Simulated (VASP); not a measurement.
# Sr (Im-3m) in VASP: notebook

One crystal, Sr, is run at these levels: PBE; tasks: single point.

All numbers are computed with VASP 6.6.1; they aren't measurements. Logs are shortened: lines on timing, memory, paths and dates and some standing lists are left out, and cuts for length are marked.

### Step 1. The structure

It takes space group Im-3m (No. 229, cubic). The conventional cell has a = 4.756 Å, b = 4.756 Å, c = 4.756 Å, α = 90.00°, β = 90.00°, γ = 90.00°. Sr (site symmetry m-3m) has 8 Sr at 4.12 Å as nearest neighbours.

The cell was built by a generator and needn't be a form met in nature.

### Step 2. Single point, PBE

INCAR

```
  PREC = Accurate
  ENCUT = 520
  EDIFF = 1E-6
  ISMEAR = 0
  SIGMA = 0.05
  LREAL = F
  LASPH = T
  NELM = 100
  ALGO = Fast
  ISIF = 2
  LWAVE = F
  LCHARG = T
  GGA = PE
  LELF = T
  LVHAR = T
  NBANDS = 11
```

KPOINTS

```
Automatic mesh
0
Gamma
  12 12 12
```

POSCAR

```
Sr
1.0
   -2.3780826802      2.3780826802      2.3780826802
    2.3780826802     -2.3780826802      2.3780826802
    2.3780826802      2.3780826802     -2.3780826802
Sr
1
Direct
    0.0000000000      0.0000000000      0.0000000000
```

Potentials or basis: VASP PAW PBE potentials, release 64 (Sr_sv).

Run with:

```console
$ cat potpaw_PBE.64/Sr_sv/POTCAR > POTCAR
$ mpirun -np 1 vasp_std > vasp.out
```

OUTCAR:

```text
PREC = Accurate
   ENCUT = 520
   EDIFF = 1E-6
   ISMEAR = 0
   LREAL = F
   LASPH = T
   NELM = 100
   ISIF = 2
   GGA = PE

 ion  position               nearest neighbor table
   1  0.000  0.000  0.000-

  LATTYP: Found a body centered cubic cell.
 ALAT       =     4.7561653604

  Lattice vectors:

 A1 = (  -2.3780826802,   2.3780826802,   2.3780826802)
 A2 = (   2.3780826802,  -2.3780826802,   2.3780826802)
 A3 = (   2.3780826802,   2.3780826802,  -2.3780826802)

Analysis of symmetry for initial positions (statically):
=====================================================================
 Subroutine PRICEL returns:
 Original cell was already a primitive cell.

 Routine SETGRP: Setting up the symmetry group for a
 body centered cubic supercell.

 Subroutine GETGRP returns: Found 48 space group operations
 (whereof 48 operations were pure point group operations)
 out of a pool of 48 trial point group operations.

The static configuration has the point symmetry O_h .

Analysis of symmetry for dynamics (positions and initial velocities):
=====================================================================
 Subroutine PRICEL returns:
 Original cell was already a primitive cell.

 Routine SETGRP: Setting up the symmetry group for a
 body centered cubic supercell.

 Subroutine GETGRP returns: Found 48 space group operations
 (whereof 48 operations were pure point group operations)
 out of a pool of 48 trial point group operations.

The dynamic configuration has the point symmetry O_h .

 Subroutine INISYM returns: Found 48 space group operations
 (whereof 48 operations are pure point group operations),
 and found     1 'primitive' translations

----------------------------------------------------------------------------------------

                                     Primitive cell

  volume of cell :      53.7949

  direct lattice vectors                    reciprocal lattice vectors
    -2.378082680  2.378082680  2.378082680     0.000000000  0.210253413  0.210253413
     2.378082680 -2.378082680  2.378082680     0.210253413  0.000000000  0.210253413
     2.378082680  2.378082680 -2.378082680     0.210253413  0.210253413  0.000000000

  length of vectors
     4.118960027  4.118960027  4.118960027     0.297343228  0.297343228  0.297343228

  position of ions in fractional coordinates (direct lattice)
     0.000000000  0.000000000  0.000000000

  ion indices of the primitive-cell ions
   primitive index   ion index
[... 80 lines left out ...]
   ISYM   =      2    0-nonsym 1-usesym 2-fastsym
   POTIM  = 0.5000    time-step for ionic-motion
   TEBEG  =    0.0;   TEEND  =   0.0 temperature during run
   PSTRESS=    0.0 pullay stress
   NELECT =      10.0000    total number of electrons
   NUPDOWN=      -1.0000    fix difference up-down
   EMIN   =  10.00;   EMAX   =-10.00  energy-range for DOS
   EFERMI =   0.00;   METHOD = LEGACY
   ISMEAR =     0;   SIGMA  =   0.05  broadening in eV -4-tet -1-fermi 0-gaus
   EFERMI_NEDOS =   21; number of points for ismear=-14 and -15
   IALGO  =     68    algorithm
   IMIX   =      4    mixing-type and parameters
     AMIX     =   0.40;   BMIX     =  1.00
     AMIX_MAG =   1.60;   BMIX_MAG =  1.00
  volume/ion in A,a.u.               =      53.79       363.03
  Fermi-wavevector in a.u.,A,eV,Ry     =   0.934318  1.765604 11.877198  0.872949
  Thomas-Fermi vector in A             =   2.061110
   LORBIT       =      0    0 simple, 1 ext, 2 COOP (PROOUT), +10 PAW based schemes
   GGA     = PE    functional components
   LHFCALC =     F    Hartree Fock is set to
   AEXX    =    0.0000 exact exchange contribution
   IVDW    =     0    specifies the selected vdW correction
   LEPSILON=     F    determine dielectric tensor
   LRPA    =     F    only Hartree local field effects (RPA)
 non-spin polarized calculation
 RMM-DIIS sequential band-by-band and
 Gauss-broadening in eV      SIGMA  =   0.05
  energy-cutoff  :      520.00
  volume of cell :       53.79
 maximum number of plane-waves:      1481
   NGX = 15   NGY = 15   NGZ = 15

 number of electron      10.0000000 magnetization

 Free energy of the ion-electron system (eV)
  ---------------------------------------------------
  ext. energy  EPLUGINS =         0.00000000
  ---------------------------------------------------
  free energy    TOTEN  =        -1.63152715 eV

  energy without entropy =       -1.62962917  energy(sigma->0) =       -1.63057816

 E-fermi :   1.6740     XC(G=0):  -7.4143

 val. band max:        1.6637764956   @ k =  -0.4167   0.5000   0.3333
 cond. band min:       1.6790770495   @ k =   0.5000   0.5000   0.2500
 fundamental gap:      0.0153005539
 Fermi energy:         1.6740416831

 k-point     1 :       0.0000    0.0000    0.0000
  band No.  band energies     occupation
      1     -34.9079      2.00000
      2     -16.7900      2.00000
      3     -16.7900      2.00000
      4     -16.7900      2.00000
      5      -2.0122      2.00000
      6       4.0653      0.00000
      7       4.0653      0.00000
      8       4.0653      0.00000
      9       5.4106      0.00000
     10       5.4106      0.00000
     11       9.8186      0.00000
[... 309 lines left out ...]
 k-point    24 :       0.4167    0.0833    0.0833
  band No.  band energies     occupation
      1     -34.8907      2.00000
      2     -16.9890      2.00000
      3     -16.8696      2.00000
      4     -16.8040      2.00000
      5       0.8974      2.00000
      6       1.8976      0.00000
      7       2.6811      0.00000
      8       5.3412      0.00000
      9       5.9391      0.00000
     10       6.9650      0.00000
     11       7.3531      0.00000

 [... further k-points ...]

------------------------ aborting loop because EDIFF is reached ----------------------------------------

  FORCE on cell =-STRESS in cart. coord.  units (eV):
  Direction    XX          YY          ZZ          XY          YZ          ZX
  --------------------------------------------------------------------------------------
  -------------------------------------------------------------------------------------
  Total       -0.0030835     -0.0030835     -0.0030835      0.0000000     -0.0000000     -0.0000000
  in kB       -0.0918376     -0.0918376     -0.0918376      0.0000000     -0.0000000     -0.0000000
  external PRESSURE =      -0.0918376 kB  Pullay stress =       0.0000000 kB

 VOLUME and BASIS-vectors are now :
 -----------------------------------------------------------------------------
  energy-cutoff  :      520.00
  volume of cell :       53.79
      direct lattice vectors                 reciprocal lattice vectors
    -2.378082680  2.378082680  2.378082680     0.000000000  0.210253413  0.210253413
     2.378082680 -2.378082680  2.378082680     0.210253413  0.000000000  0.210253413
     2.378082680  2.378082680 -2.378082680     0.210253413  0.210253413  0.000000000

 POSITION                                       TOTAL-FORCE (eV/Angst)
 -----------------------------------------------------------------------------------
      0.00000      0.00000      0.00000        -0.000000      0.000000     -0.000000
 -----------------------------------------------------------------------------------
    total drift:                                0.000000      0.000000     -0.000000

  FREE ENERGIE OF THE ION-ELECTRON SYSTEM (eV)
  ---------------------------------------------------
  free  energy   TOTEN  =        -1.6315271478 eV

  energy  without entropy=       -1.6296291679  energy(sigma->0) =       -1.63057816
```

stdout:

```text
POSCAR found type information on POSCAR Sr
 POSCAR found :  1 types and       1 ions
 scaLAPACK will be used
 LDA part: xc-table for (Slater+PW92), standard interpolation
 POSCAR, INCAR and KPOINTS ok, starting setup
 FFT: planning ... GRIDC
 FFT: planning ... GRID_SOFT
 FFT: planning ... GRID
 WAVECAR not read
 entering main loop
```

Wall time 16 s (1 thread of Intel Xeon 6975P-C (Granite Rapids), shared host); peak memory 0.2 GiB.

Results:

```yaml
Free_energy: -1.6315 eV
Pressure: 0.0 GPa
Band_gap_on_the_k_mesh: none (metal or under the smearing width)
```

Levels at points of the mesh, in eV from the Fermi level:
```
           k point  band 2  band 3  band 4  band 5  band 6  band 7  band 8  band 9
(0.00, 0.00, 0.00)  -18.46  -18.46  -18.46   -3.69    2.39    2.39    2.39    3.74
(0.50, 0.00, 0.00)  -18.68  -18.54  -18.46   -1.03    0.24    1.21    3.56    4.24
(0.50, 0.50, 0.50)  -18.62  -18.62  -18.62   -0.18   -0.18    3.70    3.70    3.70
```

### Step 3. Single point, PBE

This run uses another cell than the first one, of 56.19 Å³/atom, 1.045 times its volume.

INCAR

```
SYSTEM = Sr
PREC = Accurate ; ENCUT = 520
EDIFF = 1E-6 ; ISMEAR = 0
SIGMA = 0.05 ; LREAL = .FALSE.
LASPH = .TRUE. ; NELM = 100
ALGO = Normal ; ISIF = 2
LWAVE = .FALSE. ; LCHARG = .FALSE.
GGA = PE ; NBANDS = 11
```

KPOINTS

```
regular mesh
0
G
  12 12 12
  0 0 0
```

POSCAR

```
Sr
1.0
   -2.4128491982      2.4128491982      2.4128491982
    2.4128491982     -2.4128491982      2.4128491982
    2.4128491982      2.4128491982     -2.4128491982
Sr
1
Direct
    0.0000000000      0.0000000000      0.0000000000
```

Potentials or basis: VASP PAW PBE potentials, release 64 (Sr_sv).

Run with:

```console
$ cat potpaw_PBE.64/Sr_sv/POTCAR > POTCAR
$ mpirun -np 1 vasp_std > vasp.out
```

OUTCAR:

```text
SYSTEM = Sr
   PREC = Accurate
   ENCUT = 520
   EDIFF = 1E-6
   ISMEAR = 0
   LREAL = .FALSE.
   LASPH = .TRUE.
   NELM = 100
   ISIF = 2
   GGA = PE

 ion  position               nearest neighbor table
   1  0.000  0.000  0.000-

  LATTYP: Found a body centered cubic cell.
 ALAT       =     4.8256983964

  Lattice vectors:

 A1 = (  -2.4128491982,   2.4128491982,   2.4128491982)
 A2 = (   2.4128491982,  -2.4128491982,   2.4128491982)
 A3 = (   2.4128491982,   2.4128491982,  -2.4128491982)

Analysis of symmetry for initial positions (statically):
=====================================================================
 Subroutine PRICEL returns:
 Original cell was already a primitive cell.

 Routine SETGRP: Setting up the symmetry group for a
 body centered cubic supercell.

 Subroutine GETGRP returns: Found 48 space group operations
 (whereof 48 operations were pure point group operations)
 out of a pool of 48 trial point group operations.

The static configuration has the point symmetry O_h .

Analysis of symmetry for dynamics (positions and initial velocities):
[... 165 lines left out ...]
 k-point     1 :       0.0000    0.0000    0.0000
  band No.  band energies     occupation
      1     -35.1422      2.00000
      2     -17.0320      2.00000
      3     -17.0320      2.00000
      4     -17.0320      2.00000
      5      -2.0944      2.00000
      6       3.8633      0.00000
      7       3.8633      0.00000
      8       3.8633      0.00000
      9       5.1589      0.00000
     10       5.1589      0.00000
     11       9.5075      0.00000
[... 309 lines left out ...]
 k-point    24 :       0.4167    0.0833    0.0833
  band No.  band energies     occupation
      1     -35.1282      2.00000
      2     -17.2024      2.00000
      3     -17.1005      2.00000
      4     -17.0438      2.00000
      5       0.7661      2.00000
      6       1.6981      0.00001
      7       2.5324      0.00000
      8       5.0631      0.00000
      9       5.6545      0.00000
     10       6.5652      0.00000
     11       6.9941      0.00000

 [... further k-points ...]

------------------------ aborting loop because EDIFF is reached ----------------------------------------

  FORCE on cell =-STRESS in cart. coord.  units (eV):
  Direction    XX          YY          ZZ          XY          YZ          ZX
  --------------------------------------------------------------------------------------
  -------------------------------------------------------------------------------------
  Total       -0.1651065     -0.1651065     -0.1651065      0.0000000      0.0000000     -0.0000000
  in kB       -4.7078666     -4.7078666     -4.7078666      0.0000000      0.0000000     -0.0000000
  external PRESSURE =      -4.7078666 kB  Pullay stress =       0.0000000 kB

 VOLUME and BASIS-vectors are now :
 -----------------------------------------------------------------------------
  energy-cutoff  :      520.00
  volume of cell :       56.19
      direct lattice vectors                 reciprocal lattice vectors
    -2.412849198  2.412849198  2.412849198     0.000000000  0.207223891  0.207223891
     2.412849198 -2.412849198  2.412849198     0.207223891  0.000000000  0.207223891
     2.412849198  2.412849198 -2.412849198     0.207223891  0.207223891  0.000000000

 POSITION                                       TOTAL-FORCE (eV/Angst)
 -----------------------------------------------------------------------------------
      0.00000      0.00000      0.00000         0.000000     -0.000000      0.000000
 -----------------------------------------------------------------------------------
    total drift:                                0.000000      0.000000      0.000000

  FREE ENERGIE OF THE ION-ELECTRON SYSTEM (eV)
  ---------------------------------------------------
  free  energy   TOTEN  =        -1.6279283465 eV

  energy  without entropy=       -1.6259761248  energy(sigma->0) =       -1.62695224
```

OSZICAR:

```text
N       E                     dE             d eps       ncg     rms          rms(c)
DAV:   1     0.375546815870E+02    0.37555E+02   -0.47993E+03  1584   0.787E+02
DAV:   2     0.128601721145E+00   -0.37426E+02   -0.36835E+02  1842   0.151E+02
DAV:   3    -0.154993363843E+01   -0.16785E+01   -0.16626E+01  2409   0.242E+01
DAV:   4    -0.162053763237E+01   -0.70604E-01   -0.70507E-01  2013   0.465E+00
DAV:   5    -0.162334553878E+01   -0.28079E-02   -0.28078E-02  2337   0.658E-01    0.105E+01
DAV:   6    -0.162574282167E+01   -0.23973E-02   -0.72434E-03  1922   0.943E-01    0.591E+00
DAV:   7    -0.162780224592E+01   -0.20594E-02   -0.11895E-02  1743   0.121E+00    0.293E-01
DAV:   8    -0.162788905152E+01   -0.86806E-04   -0.14690E-03  2459   0.224E-01    0.771E-02
DAV:   9    -0.162791000090E+01   -0.20949E-04   -0.16826E-05  1887   0.379E-02    0.299E-02
DAV:  10    -0.162792894503E+01   -0.18944E-04   -0.82698E-06  1949   0.210E-02    0.748E-03
DAV:  11    -0.162792834654E+01    0.59849E-06   -0.40733E-07  1408   0.470E-03
   1 F= -.16279283E+01 E0= -.16269522E+01  d E =-.195222E-02
```

Run time: 12 s. Hardware: 1 thread of Intel Xeon 6975P-C (Granite Rapids), shared host; peak memory 0.19 GiB.

What came out:

| Quantity | Value |
| --- | --- |
| Free energy | -1.6279 eV |
| Pressure | -0.5 GPa |
| Band gap on the k mesh | none (metal or under the smearing width) |

Levels at points of the mesh, in eV from the Fermi level:
| k point | band 3 | band 4 | band 5 | band 6 | band 7 | band 8 |
| --- | --- | --- | --- | --- | --- | --- |
| (0.00, 0.00, 0.00) | -18.57 | -18.57 | -3.63 | 2.32 | 2.32 | 2.32 |
| (0.50, 0.00, 0.00) | -18.63 | -18.57 | -1.01 | 0.17 | 1.19 | 3.43 |
| (0.50, 0.50, 0.50) | -18.70 | -18.70 | -0.13 | -0.13 | 3.51 | 3.51 |
